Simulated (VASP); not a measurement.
# GaSb (Immm) in VASP: a series of runs

One crystal, GaSb, is run at these levels: PBE; tasks: single point.

All numbers are computed with VASP 6.6.1; they aren't measurements. Logs are shortened: lines on timing, memory, paths and dates and some standing lists are left out, and cuts for length are marked.

### 1 The crystal as given

Symmetry: Immm, No. 71, orthorhombic system. The conventional cell has a = 3.112 Å, b = 5.350 Å, c = 5.787 Å, α = 90.00°, β = 90.00°, γ = 90.00°. Sb (site symmetry mmm) is surrounded by 6 Ga at 2.89 to 3.09 Å and 2 Sb at 3.11 Å. Around Ga (site symmetry mmm) lie 6 Sb at 2.89 to 3.09 Å and 2 Ga at 3.11 Å.

Measurements of this composition are mostly on another form, of space group No. 216.

### 2 Single point, PBE

Contents of INCAR:

```
ALGO = Fast
EDIFF = 1E-7
ENCUT = 500
GGA = PE
ISIF = 2
ISMEAR = 0
LASPH = True
LCHARG = False
LREAL = False
LWAVE = False
NELM = 100
PREC = Accurate
SIGMA = 0.02
```

Contents of KPOINTS:

```
k-points
0
Gamma
  6 6 6
```

Contents of POSCAR:

```
GaSb
1.0
   -1.5559010000      2.6750030000      2.8933130000
    1.5559010000     -2.6750030000      2.8933130000
    1.5559010000      2.6750030000     -2.8933130000
Sb Ga
1 1
Direct
    0.5000000000      0.5000000000      0.0000000000
    0.0000000000      0.0000000000      0.0000000000
```

Potentials or basis: VASP PAW PBE potentials, release 64 (Sb_d_GW, Ga_d_GW).

The run is started by

```sh
> cat potpaw_PBE.64/Sb_d_GW/POTCAR potpaw_PBE.64/Ga_d_GW/POTCAR > POTCAR
> mpirun -np 1 vasp_std > vasp.out
```

OUTCAR:

```text
EDIFF = 1E-7
   ENCUT = 500
   GGA = PE
   ISIF = 2
   ISMEAR = 0
   LASPH = True
   LREAL = False
   NELM = 100
   PREC = Accurate

 ion  position               nearest neighbor table
   1  0.500  0.500  0.000-   2 2.89   2 2.89   2 3.09   2 3.09   2 3.09   2 3.09
   2  0.000  0.000  0.000-   1 2.89   1 2.89   1 3.09   1 3.09   1 3.09   1 3.09

  LATTYP: Found a body centered orthorhombic cell.
 ALAT       =     3.1118020000
 B/A-ratio  =     1.7192629865
 C/A-ratio  =     1.8595739703

  Lattice vectors:

 A1 = (  -1.5559010000,   2.6750030000,   2.8933130000)
 A2 = (   1.5559010000,  -2.6750030000,   2.8933130000)
 A3 = (   1.5559010000,   2.6750030000,  -2.8933130000)

Analysis of symmetry for initial positions (statically):
=====================================================================
 Subroutine PRICEL returns:
 Original cell was already a primitive cell.

 Routine SETGRP: Setting up the symmetry group for a
 body centered orthorhombic supercell.

 Subroutine GETGRP returns: Found  8 space group operations
 (whereof  8 operations were pure point group operations)
 out of a pool of  8 trial point group operations.

The static configuration has the point symmetry D_2h.

Analysis of symmetry for dynamics (positions and initial velocities):
=====================================================================
 Subroutine PRICEL returns:
 Original cell was already a primitive cell.

 Routine SETGRP: Setting up the symmetry group for a
 body centered orthorhombic supercell.

 Subroutine GETGRP returns: Found  8 space group operations
 (whereof  8 operations were pure point group operations)
 out of a pool of  8 trial point group operations.

The dynamic configuration has the point symmetry D_2h.

 Subroutine INISYM returns: Found  8 space group operations
 (whereof  8 operations are pure point group operations),
 and found     1 'primitive' translations

----------------------------------------------------------------------------------------

                                     Primitive cell

  volume of cell :      48.1683

  direct lattice vectors                    reciprocal lattice vectors
[... 82 lines left out ...]
   LNONCOLLINEAR =      F non collinear calculations
   LSORBIT =      F    spin-orbit coupling
   LASPH  =      T    aspherical Exc in radial PAW
   ENCUT  =  500.0 eV  36.75 Ry    6.06 a.u.   7.72  7.72  7.72*2*pi/ulx,y,z
   NELM   =    100;   NELMIN=  2; NELMDL= -5     # of ELM steps
   EDIFF  = 0.1E-06   stopping-criterion for ELM
   LREAL  =      F    real-space projection
   EDIFFG = 0.1E-05   stopping-criterion for IOM
   NSW    =      0    number of steps for IOM
   IBRION =     -1    ionic relax: 0-MD 1-quasi-New 2-CG
   NFREE  =      0    steps in history (QN), initial steepest desc. (CG)
   ISIF   =      2    stress and relaxation
   ISYM   =      2    0-nonsym 1-usesym 2-fastsym
   POTIM  = 0.5000    time-step for ionic-motion
   TEBEG  =    0.0;   TEEND  =   0.0 temperature during run
   PSTRESS=    0.0 pullay stress
   NELECT =      28.0000    total number of electrons
   NUPDOWN=      -1.0000    fix difference up-down
   EMIN   =  10.00;   EMAX   =-10.00  energy-range for DOS
   EFERMI =   0.00;   METHOD = LEGACY
   ISMEAR =     0;   SIGMA  =   0.02  broadening in eV -4-tet -1-fermi 0-gaus
   EFERMI_NEDOS =   21; number of points for ismear=-14 and -15
   IALGO  =     68    algorithm
   IMIX   =      4    mixing-type and parameters
     AMIX     =   0.40;   BMIX     =  1.00
     AMIX_MAG =   1.60;   BMIX_MAG =  1.00
  volume/ion in A,a.u.               =      24.08       162.53
  Fermi-wavevector in a.u.,A,eV,Ry     =   1.366282  2.581898 25.398350  1.866726
  Thomas-Fermi vector in A             =   2.492436
   LORBIT       =      0    0 simple, 1 ext, 2 COOP (PROOUT), +10 PAW based schemes
   GGA     = PE    functional components
   LHFCALC =     F    Hartree Fock is set to
   AEXX    =    0.0000 exact exchange contribution
   IVDW    =     0    specifies the selected vdW correction
   LEPSILON=     F    determine dielectric tensor
   LRPA    =     F    only Hartree local field effects (RPA)
 non-spin polarized calculation
 RMM-DIIS sequential band-by-band and
 Gauss-broadening in eV      SIGMA  =   0.02
  energy-cutoff  :      500.00
  volume of cell :       48.17
 maximum number of plane-waves:      1242
   NGX = 15   NGY = 15   NGZ = 15

 number of electron      27.9999981 magnetization

 Free energy of the ion-electron system (eV)
  ---------------------------------------------------
  ext. energy  EPLUGINS =         0.00000000
  ---------------------------------------------------
  free energy    TOTEN  =        -6.99655953 eV

  energy without entropy =       -6.99619420  energy(sigma->0) =       -6.99637686

 E-fermi :   5.5183     XC(G=0): -10.5610

 val. band max:        5.5090732880   @ k =   0.5000   0.3333  -0.0000
 cond. band min:       5.5478663146   @ k =   0.5000   0.5000   0.3333
 fundamental gap:      0.0387930266
 Fermi energy:         5.5182588371

 k-point     1 :       0.0000    0.0000    0.0000
  band No.  band energies     occupation
      1     -23.8159      2.00000
      2     -23.6918      2.00000
      3     -23.6776      2.00000
      4     -23.6478      2.00000
      5     -23.6469      2.00000
      6      -9.6085      2.00000
[... 481 lines left out ...]
      5     -23.6371      2.00000
      6      -9.5783      2.00000
[... 10 lines left out ...]
     17       9.2525      0.00000
     18       9.3295      0.00000

 [... further k-points ...]

------------------------ aborting loop because EDIFF is reached ----------------------------------------

  FORCE on cell =-STRESS in cart. coord.  units (eV):
  Direction    XX          YY          ZZ          XY          YZ          ZX
  --------------------------------------------------------------------------------------
  -------------------------------------------------------------------------------------
  Total       -0.5337637     -0.2631588      0.6730039      0.0000000      0.0000000      0.0000000
  in kB      -17.7540729     -8.7531990     22.3854867      0.0000000      0.0000000      0.0000000
  external PRESSURE =      -1.3739284 kB  Pullay stress =       0.0000000 kB

 VOLUME and BASIS-vectors are now :
 -----------------------------------------------------------------------------
  energy-cutoff  :      500.00
  volume of cell :       48.17
      direct lattice vectors                 reciprocal lattice vectors
    -1.555901000  2.675003000  2.893313000     0.000000000  0.186915678  0.172812274
     1.555901000 -2.675003000  2.893313000     0.321357207  0.000000000  0.172812274
     1.555901000  2.675003000 -2.893313000     0.321357207  0.186915678  0.000000000

 POSITION                                       TOTAL-FORCE (eV/Angst)
 -----------------------------------------------------------------------------------
      0.00000      0.00000      2.89331        -0.000000      0.000000      0.000000
      0.00000      0.00000      0.00000         0.000000      0.000000     -0.000000
 -----------------------------------------------------------------------------------
    total drift:                               -0.000000      0.000000     -0.000000

  FREE ENERGIE OF THE ION-ELECTRON SYSTEM (eV)
  ---------------------------------------------------
  free  energy   TOTEN  =        -6.9965595257 eV

  energy  without entropy=       -6.9961941956  energy(sigma->0) =       -6.99637686
```

OSZICAR:

```text
N       E                     dE             d eps       ncg     rms          rms(c)
DAV:   1     0.229868517274E+03    0.22987E+03   -0.12640E+04  2008   0.146E+04
DAV:   2     0.156550017618E+02   -0.21421E+03   -0.21084E+03  2726   0.109E+03
DAV:   3    -0.614389478549E+01   -0.21799E+02   -0.21488E+02  2946   0.227E+02
[... 36 lines left out ...]
RMM:  40    -0.699655945185E+01   -0.18569E-07   -0.11467E-06  2417   0.780E-02    0.842E-04
RMM:  41    -0.699655948215E+01   -0.30298E-07   -0.11371E-06  2192   0.666E-02    0.880E-04
RMM:  42    -0.699655951473E+01   -0.32584E-07   -0.10453E-06  2161   0.670E-02    0.872E-04
RMM:  43    -0.699655951707E+01   -0.23429E-08   -0.11683E-06  2364   0.778E-02    0.901E-04
RMM:  44    -0.699655952570E+01   -0.86247E-08   -0.99956E-07  2240   0.654E-02
   1 F= -.69965595E+01 E0= -.69963769E+01  d E =-.365330E-03
```

It took 65 s on 1 thread of Intel Xeon 6975P-C (Granite Rapids), shared host; peak memory 0.22 GiB.

Results:

| Item | Value |
| --- | --- |
| Free energy | -6.9966 eV |
| Pressure | -0.1 GPa |
| Band gap on the k mesh | none (metal or under the smearing width) |

Caveat: the k mesh is coarse (spacing up to 0.39 Å⁻¹), so the values aren't converged; the cutoff is under 1.25 times the usual one of these potentials, so pressure, stress and relaxed cells hold a basis-set (Pulay) error.

(Continued in part 2 of 2.)
